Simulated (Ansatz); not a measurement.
Entries from a set of simulations; values are calculated unless marked as measured.

```json
{"subject": "Quasiparticle gap of P (honeycomb bilayer)", "lattice_ang": [[3.2551, 0.0, -0.0], [-1.6276, 2.819, 0.0], [-0.0, -0.0, 38.8]], "atoms": [["P", 0.3333, 0.6667, 0.4598], ["P", 0.6667, 0.3333, 0.4277], ["P", 0.3333, 0.6667, 0.5723], ["P", 0.6667, 0.3333, 0.5402]], "method": "DFT, PBE-D3(BJ), plane waves, PAW; PAW set soft_1 (and 2 further levels or steps)", "program": "Ansatz 0.2.0", "settings_of_one_run": "cutoff 420 eV, 9×9×1 k-mesh, smearing width 0.02 eV, PAW set soft 1", "cost": "3 runs, 46 s in all on 1 × NVIDIA H100 80GB HBM3 (shared by 6 runs) with 3 threads of AMD EPYC 7R13 (Zen 3), shared host (the runs of this entry)", "notes": "Values taken over the cell’s volume include its vacuum. The program’s warnings: band table not solved further. The start is a generated structure, not a measured one. The mesh in the plane is coarse for a sheet; gap and any exciton binding can still move on denser ones.", "results": {"pbe_gap": "0.92 eV, indirect", "g0w0_gap_on_the_mesh": "1.81 eV, from k = (0.000, 0.167, 0.000) to k = (0.333, 0.333, 0.000)", "g0w0_gap_over_the_zone_rigid_shift": "1.80 eV", "gw_settings": "6×6×1 mesh, 512 empty bands, screening to 80 eV, PAW set soft_1 files", "known_limits": "not at the basis limit; coarse mesh for a sheet"}}
```

[Paths, hosts, dates, memory and timing lines, banners, echoed tables and standing remarks are left out of the program output.]

[Logs are printed without paths, hosts, clocks, repeated set-up lines and the standing remarks that a program may print on its own settings, such as how far it seeks lower states.]

[Runs of the session that timed out or met a known fault of the program may be left out.]

[Cells called generated may have been cut or substituted from an entry of the Crystallography Open Database or the Materials Project.]

[Hosts, paths, dates, database ids (printed as entryN), source tags and the programs' standing remarks are cut or masked in the printed files.]
